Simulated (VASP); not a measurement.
# S (C2/c) in VASP: relaxation of cell and atoms with PBE

Aim: the relaxation of cell and atoms of S with PBE.

All numbers are computed with VASP 6.6.1; they aren't measurements. Logs are shortened: lines on timing, memory, paths and dates and some standing lists are left out, and cuts for length are marked.

### Step 1. Starting point

The structure is monoclinic, space group C2/c (No. 15). The conventional cell has a = 12.533 Å, b = 10.275 Å, c = 8.239 Å, α = 90.00°, β = 107.39°, γ = 90.00°. S (site symmetry 1) has 2 S at 2.04 to 2.08 Å as nearest neighbours. Around S (site symmetry 1) lie 2 S at 2.05 to 2.08 Å. Around S (site symmetry 1) lie 2 S at 2.05 Å. S (site symmetry 1) has 2 S at 2.05 to 2.07 Å as nearest neighbours. S (site symmetry 1) is surrounded by 2 S at 2.03 to 2.07 Å.

This isn't the form of S at room conditions, which is orthorhombic, of S8 rings.

### Step 2. Relaxation of cell and atoms, PBE

Input file INCAR:

```
SYSTEM = S
  PREC = Accurate
  ENCUT = 520
  EDIFF = 1E-6
  ISMEAR = 0
  SIGMA = 0.1
  LREAL = .False.
  LASPH = .True.
  NELM = 120
  ALGO = Normal
  ISIF = 3
  LWAVE = .False.
  LCHARG = .False.
  GGA = PE
  IBRION = 2
  NSW = 90
  EDIFFG = -0.01
  KPAR = 8
```

Input file KPOINTS:

```
regular mesh
0
Gamma
  4 4 4
  0 0 0
```

Input file POSCAR:

```
S
1.0
    6.2665000000     -5.1375000000      0.0000000000
    6.2665000000      5.1375000000      0.0000000000
   -2.4626295800      0.0000000000      7.8621762700
S
20
Direct
    0.5389000000      0.6145000000      0.7308000000
    0.3855000000      0.4611000000      0.7692000000
    0.4611000000      0.3855000000      0.2692000000
    0.6145000000      0.5389000000      0.2308000000
    0.3848000000      0.7650000000      0.5640000000
    0.2350000000      0.6152000000      0.9360000000
    0.6152000000      0.2350000000      0.4360000000
    0.7650000000      0.3848000000      0.0640000000
    0.4071000000      0.0105000000      0.6931000000
    0.9895000000      0.5929000000      0.8069000000
    0.5929000000      0.9895000000      0.3069000000
    0.0105000000      0.4071000000      0.1931000000
    0.2556000000      0.0810000000      0.8726000000
    0.9190000000      0.7444000000      0.6274000000
    0.7444000000      0.9190000000      0.1274000000
    0.0810000000      0.2556000000      0.3726000000
    0.0124000000      0.1412000000      0.7321000000
    0.8588000000      0.9876000000      0.7679000000
    0.9876000000      0.8588000000      0.2679000000
    0.1412000000      0.0124000000      0.2321000000
```

Potentials or basis: VASP PAW PBE potentials, release 64 (S).

Run with:

```console
> cat potpaw_PBE.64/S/POTCAR > POTCAR
> mpirun -np 8 vasp_std > vasp.out
```

OUTCAR:

```text
SYSTEM = S
   PREC = Accurate
   ENCUT = 520
   EDIFF = 1E-6
   ISMEAR = 0
   LREAL = .False.
   LASPH = .True.
   NELM = 120
   ISIF = 3
   GGA = PE
   IBRION = 2
   NSW = 90
   EDIFFG = -0.01

 ion  position               nearest neighbor table
   1  0.539  0.614  0.731-   2 2.04   5 2.08
   2  0.386  0.461  0.769-   1 2.04   6 2.08
   3  0.461  0.386  0.269-   4 2.04   7 2.08
   4  0.614  0.539  0.231-   3 2.04   8 2.08
   5  0.385  0.765  0.564-   9 2.05   1 2.08
   6  0.235  0.615  0.936-  10 2.05   2 2.08
[... 12 lines left out ...]
  19  0.988  0.859  0.268-  20 2.03  15 2.07
  20  0.141  0.012  0.232-  19 2.03  16 2.07

  LATTYP: Found a base centered monoclinic cell.
 ALAT       =    12.5330000000
 B/A-ratio  =     0.8198356339
 C/A-ratio  =     0.6573711362
 COS(beta)  =    -0.2989051658

  Lattice vectors:

 A1 = (   6.2665000000,  -5.1375000000,   0.0000000000)
 A2 = (   6.2665000000,   5.1375000000,   0.0000000000)
 A3 = (  -2.4626295800,   0.0000000000,   7.8621762700)

Analysis of symmetry for initial positions (statically):
=====================================================================
 Subroutine PRICEL returns:
 Original cell was already a primitive cell.

 Routine SETGRP: Setting up the symmetry group for a
 base centered monoclinic supercell.

 Subroutine GETGRP returns: Found  4 space group operations
 (whereof  2 operations were pure point group operations)
 out of a pool of  4 trial point group operations.

The static configuration has the point symmetry S_2 .
 The point group associated with its full space group is C_2h.

Analysis of symmetry for dynamics (positions and initial velocities):
=====================================================================
 Subroutine PRICEL returns:
 Original cell was already a primitive cell.

 Routine SETGRP: Setting up the symmetry group for a
 base centered monoclinic supercell.

 Subroutine GETGRP returns: Found  4 space group operations
 (whereof  2 operations were pure point group operations)
 out of a pool of  4 trial point group operations.

The dynamic configuration has the point symmetry S_2 .
 The point group associated with its full space group is C_2h.

 Subroutine INISYM returns: Found  4 space group operations
 (whereof  2 operations are pure point group operations),
 and found     1 'primitive' translations

----------------------------------------------------------------------------------------

                                     Primitive cell

  volume of cell :     506.2321

  direct lattice vectors                    reciprocal lattice vectors
     6.266500000 -5.137500000  0.000000000     0.079789356 -0.097323601  0.024992015
     6.266500000  5.137500000  0.000000000     0.079789356  0.097323601  0.024992015
    -2.462629580  0.000000000  7.862176270     0.000000000  0.000000000  0.127191247

  length of vectors
     8.103266533  8.103266533  8.238832451     0.128307543  0.128307543  0.127191247

  position of ions in fractional coordinates (direct lattice)
     0.538900000  0.614500000  0.730800000
     0.385500000  0.461100000  0.769200000
     0.461100000  0.385500000  0.269200000
     0.614500000  0.538900000  0.230800000
     0.384800000  0.765000000  0.564000000
     0.235000000  0.615200000  0.936000000
[... 12 lines left out ...]
     0.987600000  0.858800000  0.267900000
     0.141200000  0.012400000  0.232100000

  ion indices of the primitive-cell ions
   primitive index   ion index
                 1           1
                 2           2
                 3           3
                 4           4
                 5           5
                 6           6
[... 12 lines left out ...]
                19          19
                20          20

----------------------------------------------------------------------------------------

 KPOINTS: regular mesh

Automatic generation of k-mesh.
 Grid dimensions read from file:
 generate k-points for:    4    4    4

 Generating k-lattice:

  Cartesian coordinates                     Fractional coordinates (reciprocal lattice)
     0.019947339 -0.024330900  0.006248004     0.250000000  0.000000000 -0.000000000
     0.019947339  0.024330900  0.006248004     0.000000000  0.250000000 -0.000000000
     0.000000000  0.000000000  0.031797812     0.000000000  0.000000000  0.250000000

  Length of vectors
     0.032076886  0.032076886  0.031797812

  Shift w.r.t. Gamma in fractional coordinates (k-lattice)
     0.000000000  0.000000000  0.000000000

 Subroutine IBZKPT returns following result:
 ===========================================

 Found     24 irreducible k-points:

 Following reciprocal coordinates:
            Coordinates               Weight
  0.000000  0.000000  0.000000      1.000000
  0.250000 -0.000000 -0.000000      4.000000
  0.500000 -0.000000 -0.000000      2.000000
  0.250000  0.250000 -0.000000      2.000000
  0.500000  0.250000 -0.000000      4.000000
 -0.250000  0.250000  0.000000      2.000000
[... 16 lines left out ...]
 -0.250000  0.250000  0.500000      2.000000
  0.500000  0.500000  0.500000      1.000000
   k-points           NKPTS =     24   k-points in BZ     NKDIM =     24   number of bands    NBANDS=     72
   number of dos      NEDOS =    301   number of ions     NIONS =     20
   total plane-waves  NPLWV = 230400
   dimension x,y,z NGX =    60 NGY =   60 NGZ =   64
   dimension x,y,z NGXF=   120 NGYF=  120 NGZF=  128
   ions per type =              20
   NGX,Y,Z   is equivalent  to a cutoff of  12.31, 12.31, 12.91 a.u.
   NGXF,Y,Z  is equivalent  to a cutoff of  24.62, 24.62, 25.83 a.u.
 SYSTEM =  S
   PREC   = accura    normal or accurate (medium, high low for compatibility)
   ISTART =      0    job   : 0-new  1-cont  2-samecut
   ICHARG =      2    charge: 1-file 2-atom 10-const
   ISPIN  =      1    spin polarized calculation?
   LNONCOLLINEAR =      F non collinear calculations
   LSORBIT =      F    spin-orbit coupling
   LASPH  =      T    aspherical Exc in radial PAW
   ENCUT  =  520.0 eV  38.22 Ry    6.18 a.u.  15.07 15.07 15.32*2*pi/ulx,y,z
   NELM   =    120;   NELMIN=  2; NELMDL= -5     # of ELM steps
   EDIFF  = 0.1E-05   stopping-criterion for ELM
   LREAL  =      F    real-space projection
   EDIFFG = -.1E-01   stopping-criterion for IOM
   NSW    =     90    number of steps for IOM
   IBRION =      2    ionic relax: 0-MD 1-quasi-New 2-CG
   NFREE  =      1    steps in history (QN), initial steepest desc. (CG)
   ISIF   =      3    stress and relaxation
   ISYM   =      2    0-nonsym 1-usesym 2-fastsym
   POTIM  = 0.5000    time-step for ionic-motion
   TEBEG  =    0.0;   TEEND  =   0.0 temperature during run
   PSTRESS=    0.0 pullay stress
   NELECT =     120.0000    total number of electrons
   NUPDOWN=      -1.0000    fix difference up-down
   EMIN   =  10.00;   EMAX   =-10.00  energy-range for DOS
   EFERMI =   0.00;   METHOD = LEGACY
   ISMEAR =     0;   SIGMA  =   0.10  broadening in eV -4-tet -1-fermi 0-gaus
   EFERMI_NEDOS =   21; number of points for ismear=-14 and -15
   IALGO  =     38    algorithm
   IMIX   =      4    mixing-type and parameters
     AMIX     =   0.40;   BMIX     =  1.00
     AMIX_MAG =   1.60;   BMIX_MAG =  1.00
  volume/ion in A,a.u.               =      25.31       170.81
  Fermi-wavevector in a.u.,A,eV,Ry     =   1.013177  1.914627 13.966759  1.026528
  Thomas-Fermi vector in A             =   2.146330
   LORBIT       =      0    0 simple, 1 ext, 2 COOP (PROOUT), +10 PAW based schemes
   GGA     = PE    functional components
   LHFCALC =     F    Hartree Fock is set to
   AEXX    =    0.0000 exact exchange contribution
   IVDW    =     0    specifies the selected vdW correction
   LEPSILON=     F    determine dielectric tensor
   LRPA    =     F    only Hartree local field effects (RPA)
 conjugate gradient relaxation of ions
 non-spin polarized calculation
 Gauss-broadening in eV      SIGMA  =   0.10
  energy-cutoff  :      520.00
  volume of cell :      506.23
 maximum number of plane-waves:     13682
   NGX = 31   NGY = 31   NGZ = 31

--------------------------------------- Ionic step        1  -------------------------------------------

 number of electron     119.9999996 magnetization

 Free energy of the ion-electron system (eV)
  ---------------------------------------------------
  ext. energy  EPLUGINS =         0.00000000
  ---------------------------------------------------
  free energy    TOTEN  =       -81.48843973 eV

  energy without entropy =      -81.48843973  energy(sigma->0) =      -81.48843973

------------------------ aborting loop because EDIFF is reached ----------------------------------------

  FORCE on cell =-STRESS in cart. coord.  units (eV):
  Direction    XX          YY          ZZ          XY          YZ          ZX
  --------------------------------------------------------------------------------------
  -------------------------------------------------------------------------------------
  Total        6.3283882      7.3437404      6.1155344      0.0000000      0.0000000     -0.0920136
  in kB       20.0287591     23.2422544     19.3550968      0.0000000      0.0000000     -0.2912144
  external PRESSURE =      20.8753701 kB  Pullay stress =       0.0000000 kB
[... 143 lines left out ...]
  FREE ENERGIE OF THE ION-ELECTRON SYSTEM (eV)
  ---------------------------------------------------
  free  energy   TOTEN  =       -81.6011095658 eV

  energy  without entropy=      -81.6011095658  energy(sigma->0) =      -81.60110957

[... ionic steps 4 to 43 ...]

--------------------------------------- Ionic step       44  -------------------------------------------

 number of electron     119.9999981 magnetization

------------------------ aborting loop because EDIFF is reached ----------------------------------------

  FORCE on cell =-STRESS in cart. coord.  units (eV):
  Direction    XX          YY          ZZ          XY          YZ          ZX
  --------------------------------------------------------------------------------------
  -------------------------------------------------------------------------------------
  Total        0.0385536      0.0740762      0.0869190      0.0000000      0.0000000      0.0289473
  in kB        0.0912101      0.1752493      0.2056328      0.0000000      0.0000000      0.0684836
  external PRESSURE =       0.1573641 kB  Pullay stress =       0.0000000 kB
[... 93 lines left out ...]
  energy  without entropy=      -82.0399958368  energy(sigma->0) =      -82.03999584

--------------------------------------- Ionic step       46  -------------------------------------------

 number of electron     119.9999981 magnetization

 Free energy of the ion-electron system (eV)
  ---------------------------------------------------
  ext. energy  EPLUGINS =         0.00000000
  ---------------------------------------------------
  free energy    TOTEN  =       -82.04008495 eV

  energy without entropy =      -82.04008495  energy(sigma->0) =      -82.04008495

 E-fermi :   0.5993     XC(G=0):  -6.9252

 val. band max:        0.1561790879   @ k =  -0.2500   0.2500   0.0000
 cond. band min:       2.3817058626   @ k =   0.2500   0.2500  -0.0000
 fundamental gap:      2.2255267748
 Fermi energy:         0.5993164742

 k-point     1 :       0.0000    0.0000    0.0000
  band No.  band energies     occupation
      1     -16.0973      2.00000
      2     -16.0503      2.00000
      3     -15.5556      2.00000
      4     -15.5277      2.00000
      5     -15.5083      2.00000
      6     -15.5055      2.00000
[... 1836 lines left out ...]
  FREE ENERGIE OF THE ION-ELECTRON SYSTEM (eV)
  ---------------------------------------------------
  free  energy   TOTEN  =       -82.0400849500 eV

  energy  without entropy=      -82.0400849500  energy(sigma->0) =      -82.04008495

 reached required accuracy - stopping structural energy minimisation
```

It took 42 min on 8 MPI ranks of Intel Xeon 6975P-C (Granite Rapids), shared host; peak memory 0.92 GiB.

Results:

| Quantity | Value |
| --- | --- |
| Free energy | -82.0401 eV |
| Relaxed volume | 33.84 Å³/atom |
| Relaxed cell | a = 8.711 Å, b = 8.711 Å, c = 9.443 Å, α = 101.86°, β = 101.86°, γ = 78.47° |
| Space group after relaxing (to 0.05 Å) | C2/c (No. 15) |
| Energy gained by relaxing | 27.6 meV/atom |
| Ionic steps | 46 |
| Pressure after relaxing | 0.0 GPa |
| Largest force after relaxing | 0.010 eV/Å |
| Band gap on the k mesh | 2.23 eV, indirect (least direct gap 2.33 eV) |

Forces on the atoms (eV/Å):
```
S   -0.006  0.001  0.002
S    0.006  0.001 -0.002
S    0.006 -0.001 -0.002
S   -0.006 -0.001  0.002
S   -0.007 -0.005  0.005
S    0.007 -0.005 -0.005
S    0.007  0.005 -0.005
S   -0.007  0.005  0.005
S    0.000  0.000 -0.006
S    0.000  0.000  0.006
S    0.000  0.000  0.006
S    0.000  0.000 -0.006
S   -0.004 -0.001 -0.002
S    0.004 -0.001  0.002
S    0.004  0.001  0.002
S   -0.004  0.001 -0.002
S   -0.001  0.000  0.000
S    0.001  0.000  0.000
S    0.001  0.000  0.000
S   -0.001  0.000  0.000
```

Step by step:
```
step  energy change (eV)  largest force (eV/Å)  pressure (GPa)  volume (Å³)
   1              0.0000                0.1709            2.09       506.23
   3             -0.1127                0.3856            0.12       522.92
   5             -0.2778                0.4092            0.29       549.57
   7             -0.3572                0.2321            0.06       569.18
   9             -0.4145                0.2688            0.37       590.23
  11             -0.4733                0.3216           -0.44       620.04
  13             -0.5226                0.1392            0.08       634.00
  15             -0.5349                0.1341            0.07       641.70
  17             -0.5449                0.0300            0.04       651.94
  19             -0.5457                0.0316            0.03       653.29
  21             -0.5470                0.0382            0.00       656.34
  23             -0.5477                0.0702            0.04       660.78
  25             -0.5486                0.0259            0.02       660.23
  27             -0.5488                0.0450           -0.02       664.01
  29             -0.5494                0.0202            0.02       663.04
  31             -0.5497                0.0142            0.00       664.36
  33             -0.5500                0.0208           -0.01       665.36
  35             -0.5501                0.0399            0.04       666.66
  37             -0.5503                0.0260            0.02       666.77
  39             -0.5507                0.0177            0.02       669.14
  41             -0.5510                0.0248            0.01       671.57
  43             -0.5514                0.0129            0.01       673.83
  45             -0.5516                0.0190            0.01       675.77
  46             -0.5516                0.0100           -0.01       676.84
```

Final structure:
```yaml
crystal:
  lattice:
    - [6.74656, -5.50948, 0.05517]
    - [6.74656, 5.50948, 0.05517]
    - [-2.57970, 0.00000, 9.08355]
  atoms:
    - { symbol: S, position: [0.52353, 0.61957, 0.73215] }
    - { symbol: S, position: [0.38043, 0.47647, 0.76785] }
    - { symbol: S, position: [0.47647, 0.38043, 0.26785] }
    - { symbol: S, position: [0.61957, 0.52353, 0.23215] }
    - { symbol: S, position: [0.38846, 0.76710, 0.58782] }
    - { symbol: S, position: [0.23290, 0.61154, 0.91218] }
    - { symbol: S, position: [0.61154, 0.23290, 0.41218] }
    - { symbol: S, position: [0.76710, 0.38846, 0.08782] }
    - { symbol: S, position: [0.39567, 0.99643, 0.69741] }
    - { symbol: S, position: [0.00357, 0.60433, 0.80259] }
    - { symbol: S, position: [0.60433, 0.00357, 0.30259] }
    - { symbol: S, position: [0.99643, 0.39567, 0.19741] }
    - { symbol: S, position: [0.24514, 0.06926, 0.84935] }
    - { symbol: S, position: [0.93074, 0.75486, 0.65065] }
    - { symbol: S, position: [0.75486, 0.93074, 0.15065] }
    - { symbol: S, position: [0.06926, 0.24514, 0.34935] }
    - { symbol: S, position: [0.01797, 0.12363, 0.72978] }
    - { symbol: S, position: [0.87637, 0.98203, 0.77022] }
    - { symbol: S, position: [0.98203, 0.87637, 0.27022] }
    - { symbol: S, position: [0.12363, 0.01797, 0.22978] }
```

Levels at points of the mesh, in eV from the valence-band top:
```tsv
k point	band 56	band 57	band 58	band 59	band 60	band 61	band 62	band 63	band 64	band 65
(0.00, 0.00, 0.00)	-0.78	-0.48	-0.42	-0.14	-0.12	2.23	2.53	2.74	2.76	2.87
(0.50, 0.00, 0.00)	-0.71	-0.45	-0.33	-0.32	-0.01	2.39	2.48	2.72	2.78	2.88
(0.50, 0.50, 0.00)	-0.77	-0.34	-0.31	-0.19	-0.07	2.34	2.62	2.62	2.65	2.69
(0.00, 0.00, 0.50)	-0.78	-0.44	-0.44	-0.13	-0.13	2.36	2.36	2.78	2.78	2.96
(0.50, 0.00, 0.50)	-0.78	-0.40	-0.33	-0.19	-0.11	2.39	2.44	2.75	2.78	2.85
(0.50, 0.50, 0.50)	-0.80	-0.29	-0.29	-0.14	-0.14	2.44	2.44	2.67	2.67	2.75
```

Caveat: the volume moved by over 15 % at a fixed basis, so the end points are rough; the volume moved by +34 % from the deposited cell, more than functionals usually miss. A k mesh can miss the band edges.
